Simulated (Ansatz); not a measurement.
All numbers below come from DFT PBE, scalar-relativistic, plane waves, PAW in Ansatz. Settings: cutoff 420 eV, Γ-centred meshes spaced at most about 0.3 Å⁻¹, and about 0.25 Å⁻¹ or finer for metals (2π included), Gaussian smearing. No spin polarisation.

Temperature and zero-point effects are left out.

Question: Which of these relaxed structures of In3Sb2As is the lowest in energy?
A.

```cif
data_structure
_symmetry_space_group_name_H-M 'P3m1'
_symmetry_Int_Tables_number 156
_cell_length_a 4.1940
_cell_length_b 4.1940
_cell_length_c 11.3763
_cell_angle_alpha 90.000
_cell_angle_beta 90.000
_cell_angle_gamma 120.000
_cell_volume 173.30
loop_
_atom_site_label
_atom_site_type_symbol
_atom_site_symmetry_multiplicity
_atom_site_Wyckoff_symbol
_atom_site_fract_x
_atom_site_fract_y
_atom_site_fract_z
_atom_site_occupancy
In1 In 1 c 0.66667 0.33333 0.42125 1
In2 In 1 c 0.66667 0.33333 0.10134 1
In3 In 1 a 0.00000 0.00000 0.91618 1
Sb1 Sb 1 b 0.33333 0.66667 0.71899 1
Sb2 Sb 1 b 0.33333 0.66667 0.25687 1
As1 As 1 a 0.00000 0.00000 0.58537 1
```

B.

```cif
data_structure
_symmetry_space_group_name_H-M 'P1'
_symmetry_Int_Tables_number 1
_cell_length_a 4.5586
_cell_length_b 6.4984
_cell_length_c 7.3046
_cell_angle_alpha 66.837
_cell_angle_beta 86.102
_cell_angle_gamma 69.623
_cell_volume 185.90
loop_
_atom_site_label
_atom_site_type_symbol
_atom_site_symmetry_multiplicity
_atom_site_Wyckoff_symbol
_atom_site_fract_x
_atom_site_fract_y
_atom_site_fract_z
_atom_site_occupancy
In1 In 1 a 0.33245 0.84354 0.85268 1
In2 In 1 a 0.94597 0.23929 0.03692 1
In3 In 1 a 0.08202 0.76376 0.40081 1
Sb1 Sb 1 a 0.69878 0.56197 0.25848 1
Sb2 Sb 1 a 0.72579 0.11869 0.60990 1
As1 As 1 a 0.36889 0.42819 0.79513 1
```

Answer: B. The other, A, lies 18 meV/atom higher. Forms: B P1; A P3m1. Counting In or Sb atoms around As (for each partner element, those within 1.25 times its shortest distance or 1.15 times the sum of covalent radii, where it is the nearest in units of that sum or under 1.3; a plus sign parts groups by distance over the sum of covalent radii): B has As 5; A has As 6+1. B holds Sb–Sb pairs (shortest 2.98 Å); in A the shortest Sb–Sb distance is 4.19 Å. Both come from invented guesses. The lowest form computed isn't among them: it has space group P1 (No. 1), 34.8 Å³/atom and lies 55 meV/atom below the best shown. Even the lowest of the cells shown lies +0.03 eV/atom against the elements.

The k mesh leaves some 4 meV/atom of noise in the energy of each metallic cell. These runs have no spin–orbit coupling, which can matter for Sb. Cells relaxed within their symmetry can be saddle points. Some structure types and database cells were kept out of the candidates from the start, so a known form may be missing.
